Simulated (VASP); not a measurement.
Crystal: Te.

```
Te
1.0
     4.45400    0.00000    0.00000
    -2.22700    3.85728    0.00000
     0.00000    0.00000    5.92400
Te
3
Direct
  0.26900 0.00000 0.33333
  0.00000 0.26900 0.66667
  0.73100 0.73100 0.00000
```

```yaml
Program: VASP 6.6.1
Task: relaxation of cell and atoms
Functional: PBE
Potentials_or_basis: VASP PAW PBE potentials, release 64 (Te)
Cutoff: 600 eV
k_mesh: 9 × 9 × 6
Occupations: gaussian, width 0.03 eV
Spin: no spin polarisation
```

At the start: pressure 1.4 GPa; volume 33.93 Å³/atom.

Task: Where does the relaxation end?

Result: Over 8 steps the energy falls by 4.6 meV/atom and the volume is 35.06 Å³/atom (+3.4 %); space group P3_121 (No. 152, to 0.05 Å).

The path:
```tsv
step	energy change (eV)	largest force (eV/Å)	pressure (GPa)	volume (Å³)
1	0.0000	0.1622	1.45	101.78
2	-0.0076	0.1035	-0.84	106.36
3	-0.0133	0.0036	0.02	104.50
4	-0.0135	0.0052	0.02	104.57
5	-0.0138	0.0102	0.02	104.79
6	-0.0138	0.0115	0.01	104.86
7	-0.0138	0.0104	0.00	104.94
8	-0.0139	0.0071	-0.02	105.19
```

Final structure:
```
Te
1.0
     4.51587    0.00000    0.00000
    -2.25793    3.91086    0.00000
     0.00000    0.00000    5.95631
Te
3
Direct
  0.26909 0.00000 0.33333
  0.00000 0.26909 0.66667
  0.73091 0.73091 0.00000
```
